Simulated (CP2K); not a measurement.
# Al in CP2K: convergence with eps default

Input of the first run (eps default 1.0E-6); the others differ in this setting and in those tied to it:

The input al_converge.inp:

```
&GLOBAL
  PROJECT al_converge
  RUN_TYPE ENERGY_FORCE
  PRINT_LEVEL LOW
&END GLOBAL
&FORCE_EVAL
  METHOD QS
  STRESS_TENSOR ANALYTICAL
  &DFT
    BASIS_SET_FILE_NAME BASIS_MOLOPT
    POTENTIAL_FILE_NAME GTH_POTENTIALS
    &MGRID
      CUTOFF 450
      REL_CUTOFF 60
      NGRIDS 4
    &END MGRID
    &QS
      METHOD GPW
      EPS_DEFAULT 1.0E-6
    &END QS
    &KPOINTS
      SCHEME MONKHORST-PACK 9 9 9
      GAMMA_CENTERED T
      SYMMETRY T
      SYMMETRY_BACKEND SPGLIB
    &END KPOINTS
    &SCF
      SCF_GUESS ATOMIC
      EPS_SCF 1.0E-6
      MAX_SCF 100
      ADDED_MOS 8
      CHOLESKY OFF
      EPS_EIGVAL 1.0E-7
      &DIAGONALIZATION ON
        ALGORITHM STANDARD
      &END DIAGONALIZATION
      &MIXING ON
        METHOD BROYDEN_MIXING
        ALPHA 0.4
        BETA 1.5
        NBUFFER 8
      &END MIXING
      &SMEAR ON
        METHOD FERMI_DIRAC
        ELECTRONIC_TEMPERATURE [K] 116.045
      &END SMEAR
    &END SCF
    &XC
      &XC_FUNCTIONAL
        &GGA_X_PBE
        &END GGA_X_PBE
        &GGA_C_PBE
        &END GGA_C_PBE
      &END XC_FUNCTIONAL
    &END XC
    &PRINT
      &KPOINTS ON
      &END KPOINTS
      &MULLIKEN ON
      &END MULLIKEN
      &MO ON
        ENERGIES T
        OCCUPATION_NUMBERS T
        &EACH
          QS_SCF 0
        &END EACH
        ADD_LAST NUMERIC
      &END MO
    &END PRINT
  &END DFT
  &SUBSYS
    &CELL
      A 2.8635066922 0.0000000000 0.0000000000
      B 1.4317533461 2.4798695393 0.0000000000
      C 1.4317533461 0.8266231798 2.3380434236
      PERIODIC XYZ
    &END CELL
    &COORD
      SCALED
      Al  0.0000000000 0.0000000000 0.0000000000
    &END COORD
    &KIND Al
      BASIS_SET DZVP-MOLOPT-SR-GTH-q3
      POTENTIAL GTH-PBE-q3
    &END KIND
    &PRINT
      &ATOMIC_COORDINATES ON
      &END ATOMIC_COORDINATES
      &CELL ON
      &END CELL
    &END PRINT
  &END SUBSYS
  &PRINT
    &FORCES ON
    &END FORCES
    &STRESS_TENSOR ON
    &END STRESS_TENSOR
  &END PRINT
&END FORCE_EVAL
```

Potentials or basis: GTH_POTENTIALS Al GTH-PBE-q3; DZVP-MOLOPT-SR-GTH basis.

The run is started by

```bash
$ OMP_NUM_THREADS=1 cp2k.psmp -i al_converge.inp -o al_converge.out
```

Hardware: 1 thread of AMD EPYC 7R43 64-Core Processor (Zen 3), with other jobs on the host.

| eps default | energy less the tightest run, at zero smearing (meV/atom) | SCF cycles | CPU time (s) | peak memory (GiB) |
| --- | --- | --- | --- | --- |
| 1.0E-6 | -0.11 | 9 | 9.6 | 0.24 |
| 1.0E-7 | -0.20 | 9 | 11 | 0.24 |
| 1.0E-8 | -0.03 | 9 | 14 | 0.24 |
| 1.0E-9 | -0.04 | 9 | 17 | 0.24 |
| 1.0E-10 | -0.01 | 9 | 21 | 0.25 |
| 1.0E-11 | 0.00 | 9 | 25 | 0.24 |
| 1.0E-12 | 0.00 | 9 | 28 | 0.25 |

Against the tightest run, the energy stays within 1 meV/atom from 1.0E-6 on. The tightest run that finished is the yardstick and may itself not be fully converged.
